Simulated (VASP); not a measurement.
Wanted: the native input for a VASP 6.6.1 run.

| Quantity | Value |
| --- | --- |
| Task | band structure |
| Functional | PBE |
| Dispersion | D3(BJ) |
| Potentials or basis | VASP PAW PBE potentials, release 64 (B, N) |
| Cutoff | 520 eV |
| k mesh | 15 × 15 × 1 |
| Occupations | gaussian, width 0.03 eV |
| Spin | no spin polarisation |
| Dipole correction | yes |
| Further INCAR settings | ALGO = Fast; EDIFF = 1e-07; NBANDS = 16 |

The structure of BN lies in POSCAR:

```
BN                                      
1.0
    2.5076171830     -0.0000000000      0.0000000000
   -1.2538085915      2.1716601787      0.0000000000
    0.0000000000      0.0000000000     21.3178500000
  B               N             
     2     2
Direct
     0.6666666699999979    0.3333333300000021    0.4214579342668069
     0.3333333300000021    0.6666666699999979    0.5785420657331930
     0.3333333300000021    0.6666666699999979    0.4213959977103853
     0.6666666699999979    0.3333333300000021    0.5786040022896148
```

The input as run:

INCAR

```
SYSTEM = BN
PREC = Accurate
ENCUT = 520
EDIFF = 1E-7
ISMEAR = 0
SIGMA = 0.03
LREAL = .FALSE.
LASPH = .TRUE.
NELM = 80
ALGO = Fast
ISIF = 2
LWAVE = .FALSE.
LCHARG = .FALSE.
LDIPOL = .TRUE.
IDIPOL = 3
DIPOL = 0.5 0.5 0.500
GGA = PE
IVDW = 12
NBANDS = 16
LVHAR = .TRUE.
LVACPOTAV = .TRUE.
KPAR = 2
```

KPOINTS

```
Automatic mesh
0
G
  15 15 1
  0 0 0
```

KPOINTS_OPT

```
explicit points
67
Reciprocal
 0.0000000000  0.0000000000  0.0000000000 1
 0.0357142900  0.0000000000  0.0000000000 1
 0.0714285700  0.0000000000  0.0000000000 1
 0.1071428600  0.0000000000  0.0000000000 1
 0.1428571400  0.0000000000  0.0000000000 1
 0.1785714300  0.0000000000  0.0000000000 1
 0.2142857100  0.0000000000  0.0000000000 1
 0.2500000000  0.0000000000  0.0000000000 1
 0.2857142900  0.0000000000  0.0000000000 1
 0.3214285700  0.0000000000  0.0000000000 1
 0.3571428600  0.0000000000  0.0000000000 1
 0.3928571400  0.0000000000  0.0000000000 1
 0.4285714300  0.0000000000  0.0000000000 1
 0.4642857100  0.0000000000  0.0000000000 1
 0.5000000000  0.0000000000  0.0000000000 1
 0.4791666700  0.0416666700  0.0000000000 1
 0.4583333300  0.0833333300  0.0000000000 1
 0.4375000000  0.1250000000  0.0000000000 1
 0.4166666700  0.1666666700  0.0000000000 1
 0.3958333300  0.2083333300  0.0000000000 1
 0.3750000000  0.2500000000  0.0000000000 1
 0.3541666700  0.2916666700  0.0000000000 1
 0.3333333300  0.3333333300  0.0000000000 1
 0.3137254900  0.3137254900  0.0000000000 1
 0.2941176500  0.2941176500  0.0000000000 1
 0.2745098000  0.2745098000  0.0000000000 1
 0.2549019600  0.2549019600  0.0000000000 1
 0.2352941200  0.2352941200  0.0000000000 1
 0.2156862700  0.2156862700  0.0000000000 1
 0.1960784300  0.1960784300  0.0000000000 1
 0.1764705900  0.1764705900  0.0000000000 1
 0.1568627500  0.1568627500  0.0000000000 1
 0.1372549000  0.1372549000  0.0000000000 1
 0.1176470600  0.1176470600  0.0000000000 1
 0.0980392200  0.0980392200  0.0000000000 1
 0.0784313700  0.0784313700  0.0000000000 1
 0.0588235300  0.0588235300  0.0000000000 1
 0.0392156900  0.0392156900  0.0000000000 1
 0.0196078400  0.0196078400  0.0000000000 1
 0.0000000000  0.0000000000  0.0000000000 1
 0.0000000000  0.0000000000  0.0000000000 1
 0.0047712900 -0.0023856400  0.0000000000 1
-0.0047712900  0.0023856400  0.0000000000 1
 0.0139162500 -0.0069581300  0.0000000000 1
-0.0139162500  0.0069581300  0.0000000000 1
 0.0000000000  0.0041320600  0.0000000000 1
-0.0000000000 -0.0041320600  0.0000000000 1
 0.0000000000  0.0120518300  0.0000000000 1
-0.0000000000 -0.0120518300  0.0000000000 1
 0.5000000000  0.0000000000  0.0000000000 1
 0.5047712900 -0.0023856400  0.0000000000 1
 0.4952287100  0.0023856400  0.0000000000 1
 0.5139162500 -0.0069581300  0.0000000000 1
 0.4860837500  0.0069581300  0.0000000000 1
 0.5000000000  0.0041320600  0.0000000000 1
 0.5000000000 -0.0041320600  0.0000000000 1
 0.5000000000  0.0120518300  0.0000000000 1
 0.5000000000 -0.0120518300  0.0000000000 1
 0.3333333300  0.3333333300  0.0000000000 1
 0.3381046200  0.3309476900  0.0000000000 1
 0.3285620400  0.3357189700  0.0000000000 1
 0.3472495800  0.3263752000  0.0000000000 1
 0.3194170800  0.3402914600  0.0000000000 1
 0.3333333300  0.3374653900  0.0000000000 1
 0.3333333300  0.3292012700  0.0000000000 1
 0.3333333300  0.3453851600  0.0000000000 1
 0.3333333300  0.3212815000  0.0000000000 1
```

Potentials or basis: VASP PAW PBE potentials, release 64 (B, N).

Launch:

```sh
$ cat potpaw_PBE.64/B/POTCAR potpaw_PBE.64/N/POTCAR > POTCAR
$ mpirun -np 2 vasp_std > vasp.out
```

Results of the run:

```
Largest force                          : 0.004 eV/Å
Band gap on the k mesh                 : 4.53 eV, indirect (least direct gap 4.72 eV)
Band gap along the path                : 4.48 eV, indirect (least direct gap 4.67 eV)
Dispersion energy per atom             : -0.106 eV
Ionisation potential of the upper face : 5.86 eV
```

Run time: 98 s on 2 MPI ranks on Intel(R) Xeon(R) Platinum 8259CL CPU @ 2.50GHz (Skylake/Cascade Lake), on a shared host, peak memory 0.27 GiB a rank.
